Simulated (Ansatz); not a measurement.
Be, space group Im-3m: an equation of state with a fit, run with Ansatz's Python interface.

Script `run_eos.py`:
```python
import ansatz as az
import numpy as np

vectors0 = np.array([
    [-1.2531, 1.2531, 1.2531],
    [1.2531, -1.2531, 1.2531],
    [1.2531, 1.2531, -1.2531],
])
sites = [
    ("Be", [0.0, 0.0, 0.0]),
]


def crystal_on(cell):
    crystal = az.Crystal(lattice=az.Lattice.of(cell))
    for symbol, position in sites:
        crystal = crystal.atom(symbol, position)
    return crystal

volumes, energies, pressures = [], [], []
for scale in np.linspace(0.95, 1.07, 5):
    cell = vectors0 * scale ** (1 / 3)
    job = (
        crystal_on(cell).calculation()
        .functional(az.Functional.PBE)
        .occupations("fermi_dirac")
        .pseudopotentials("paw")
        .basis(550)
        .kpoints(13, 13, 13)
        .stress()
    )
    r = job.run().report
    volumes.append(abs(np.linalg.det(cell)) / len(sites))
    energies.append(r["free_energy_ev"] / len(sites))
    pressures.append(np.trace(r["stress_gpa"]) / 3)
    print(f"V = {volumes[-1]:8.4f} A^3/atom  F = {energies[-1]:.5f} eV/atom  P = {pressures[-1]:8.3f} GPa")

x = np.array(volumes) ** (-2 / 3)
poly = np.polynomial.Polynomial.fit(x, energies, 3).convert()
roots = poly.deriv().roots()
x0 = min((r.real for r in roots if abs(r.imag) < 1e-9 and poly.deriv(2)(r.real) > 0), key=lambda r: abs(r - x.mean()))
v0 = x0 ** -1.5
b0 = 4 / 9 * poly.deriv(2)(x0) * v0 ** (-7 / 3) * 160.21766
b1 = 4 + 2 / 3 * x0 * poly.deriv(3)(x0) / poly.deriv(2)(x0)
print(f"V0 = {v0:.4f} A^3/atom, B0 = {b0:.1f} GPa, dB/dP = {b1:.2f}")
```

Its results, one of them left out:

| V (Å³/atom) | F less the lowest row shown (meV/atom) |
| --- | --- |
| 7.477 | 5.56 |
| 7.713 | 0.00 |
| 7.949 | 0.26 |
| 8.186 | 5.61 |
| 8.422 | ? |

What is the missing energy at 8.422 Å³ an atom?

A third-order Birch-Murnaghan fit, E = E0 + (9 V0 B0 / 16) [(t - 1)³ B' + (t - 1)² (6 - 4t)] with t = (V0/V)^(2/3), through the 4 rows shown gives V0 = 7.819 Å³, B0 = 122.9 GPa, B' = 3.48 and E0 = -0.56 meV. At V = 8.422 Å³, t = 0.95168, and the fit extrapolates to 15.40 meV. The run gave 15.39 meV, a miss of 0.01 meV.

What to keep in mind:
- The mesh is modest for a metal, so energies can be off by several to tens of meV an atom and pressures by half a GPa or more; differences at equal mesh fare better.
- Pressure is positive in compression.
- This isn't the structure that Be takes at ambient conditions.
